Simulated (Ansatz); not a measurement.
The system is V.

```
V
1.0
     2.60429    0.00000    0.00000
    -1.30215    2.25538    0.00000
     0.00000    0.00000    4.72334
V
2
Direct
  0.33333 0.66667 0.25000
  0.66667 0.33333 0.75000
```

This isn't the form of V at room conditions, which is bcc.

Below is the output of Ansatz 0.2.0 for this cell. Logs are shortened: lines on timing, memory, paths and dates and some standing lists are left out, and cuts for length are marked.

```text
Warning: RAYON_NUM_THREADS=2 ignored (pool sized by the plan → 2); use --threads N
Engine: ansatz 0.2.0, aarch64-unknown-linux-gnu
Pseudopotentials: kind: paw
Pseudopotential: V, paw, valence charge 13, recommended cutoff 420 eV (normal), V.paw.azcp
Functional definition: PBE
  parameter kappa = 0.804
  parameter beta = 0.06672455060314922
  exchange = pbe_x(kappa = kappa, mu = beta*pi^2/3)
  correlation = pbe_c(beta = beta)
Crystal: 2 atoms, lattice volume = 27.743 Å³
Basis set: ecut = 420 eV, 561 PW (Γ), exchange–correlation on 36×36×64 points (8 copies of the dense FFT grid, shifted against one another)
Bands: 20, of which v1, the nominal top of the filled ones, is band 13 counted from 1 (12 counted from 0)
Symmetry: 12 space group operations
Space group: P-6m2 (ITA 187), of the structure as read, at distance tolerance 3.0e-5 Å
Magnetic group: BNS 187.209 (UNI 1439), of the structure as read, at distance tolerance 3.0e-5 Å
k-points: 76 of 864 (time reversal used)
Non-local potential: V, projectors of the file, l = 0: 3, l = 1: 2, l = 2: 3, l = 3: 1
PAW form: soft (Blöchl's): semilocal exchange-correlation on the pseudo side does not see the compensation charge
PAW one-centre angular grid: V, 590 points (default); XC on 64 Gauss nodes
Initial density: superposition of atomic densities (chi_scale 0.1, normalization cell)
Starting moments: Σ|m| = 4.36 μB on 2 of 2 sites
Initial wavefunctions: pseudopotential atomic-orbital guess
Functional: x = pbe(κ = 0.804, μ = 0.2195149727645171), c = pbe(β = 0.06672455060314922)
SCF iter   1: F=—  HF=-5826.164526 eV  |F-HF|=—  |Δ(HF+E_count)|=         —  Δρ=1.43e-1 (↑1.43e-1 ↓1.38e-1)  dr2=2.21e0  dr2_m=4.47e0  M=0.081 μB ∫|m|=0.831 μB  β_m=0.30  ethr=3.10e-3  ⟨swp⟩=3.6  Hψ=10875  notcnv=0
Mixer restart at iter 1: flushing history
preconditioner: auto → none  [metal: Δε(μ)=0.011 eV  Ē_g=5.150 eV  σ=0.050 eV  W_gap=0.06  n_scr=4 (ndim 8)  ℏωp=22.3 eV  f_vac=0.000  D(μ)=3.65/eV (n_scr^D=54)  sad-step TF]
[... 15 lines left out ...]
SCF converged after 13 iterations
Magnetization: -0.0000 μB (13.0000 up, 13.0000 down)
Absolute magnetization: 0.0000 μB (∫|ρ↑−ρ↓|, with the PAW one-centre terms)
Spin contamination: 0.0000 ħ² per cell (⟨S²⟩ above its minimum at these occupations)
Per-site moments (μB) at R_I (Å): [(-4.764696729519578e-6, 1.0742713173484604), (3.4696037224236566e-6, 1.0742713173484604)]
Free energy (F): -5824.332295 eV
Harris-Foulkes:  -5824.332295 eV  (|F-HF|=2.55e-11)
Internal energy: -5824.306287 eV  (E = F + TS)
E sigma→0 (E₀):  -5824.319291 eV
Entropy (-TS):   -0.026007 eV (-13.004 meV/atom)
Fermi energy:    16.325046 eV
--- Per-component energies (eV) ---
  E_band       = -301.757157
  E_kinetic    = 672.097654
  E_local      = -1841.765840  (includes V_loc(G=0)·N_el)
  E_nonlocal   = -90.459793
  E_hartree    = 842.180807
  E_xc         = -260.529637
  E_vxc        = -330.253060  (∫ρ·V_xc dr)
  E_paw        = -2225.617564  (= ΣΔE_a)
  E_vpaw       = -395.738466  (= ΣTr[D̂ρ^β])
  E_aug_tail   = 0.000531  (compensation charges beyond the density's cutoff)
  E_ewald      = -2920.212446
  E_smearing   = -0.026007  (= −TS)
  E_closure    = 0.000000  (closes the sum)
  Σ components = -5824.332295   (vs F -5824.332295, Δ=0.00e0)
--- Forces (eV/Å), atoms counted from 1 ---
  atom   1  V      0.00000000    -0.00000000     0.00000000
  atom   2  V     -0.00000000     0.00000000    -0.00000000
  max |Σ_I F_I| component: 1.85e-17 eV/Å
--- Stress (GPa, compression-positive) ---
       -0.165369       0.000000       0.000000
        0.000000      -0.165369      -0.000000
        0.000000      -0.000000      -1.280343
  P = ⅓ Tr σ = -0.5370 GPa (-5.370 kbar)
--- Band table (eV; the first three rows and the last of 152) ---
  k-point 0 ↑: bands = ["-47.6742", "-47.5674", "-21.7753", "-21.1403", "-21.0016", "-21.0016", "-20.9445", "-20.9445", "9.4660", "12.8848", "15.7405", "16.0757", "16.6578", "16.6578", "16.9709", "16.9709", "18.1648", "18.1648", "19.2111", "19.2111"]
  k-point 1 ↑: bands = ["-47.6671", "-47.5746", "-21.7340", "-21.1841", "-20.9977", "-20.9977", "-20.9483", "-20.9483", "9.6875", "12.7313", "15.6636", "15.7604", "16.6436", "16.6436", "16.9211", "16.9211", "18.2751", "18.2751", "19.1770", "19.1770"]
  k-point 2 ↑: bands = ["-47.6477", "-47.5943", "-21.6202", "-21.3029", "-20.9873", "-20.9873", "-20.9588", "-20.9588", "10.3163", "12.1586", "15.3443", "15.4747", "16.6398", "16.6398", "16.8059", "16.8059", "18.5388", "18.5388", "19.0560", "19.0560"]
  k-point 75 ↓: bands = ["-47.4379", "-47.4379", "-21.6421", "-21.6421", "-21.5661", "-21.5661", "-21.2306", "-21.2306", "14.7182", "14.7182", "14.7596", "14.7596", "15.7353", "15.7353", "17.2837", "17.2837", "19.2160", "19.2160", "24.3821", "24.3821"]
```

What input gives this log?

Single point with PBE, collinear spin, random start. The files as run (others can give the same):

input.yaml
```yaml
crystal:
  lattice:
    - [2.6042941027, 0.0, 0.0]
    - [-1.3021470513, 2.2553848518, 0.0]
    - [0.0, 0.0, 4.723336]
  atoms:
    - { symbol: V, position: [0.3333333333, 0.6666666667, 0.25], spin: -2.03 }
    - { symbol: V, position: [0.6666666667, 0.3333333333, 0.75], spin: 2.33 }
hamiltonian:
  xc: pbe
  pseudopotentials: { kind: paw }
magnetization:
  spin_polarized: true
kpoints:
  mp_grid: { grid: [12, 12, 6] }
scf:
  occupations: { method: fermi_dirac, width: 0.05 }
output:
  forces: true
  stress: true
  eigenvalues: true
```

Potentials or basis: Ansatz PAW.
Launch:
```bash
$ ansatz run input.yaml --threads 2 --pin off --max-ram 5632MiB --backend cpu --events-out ev --progress --plain --runs-dir out
```

Caveat: the starting moments weren't kept.
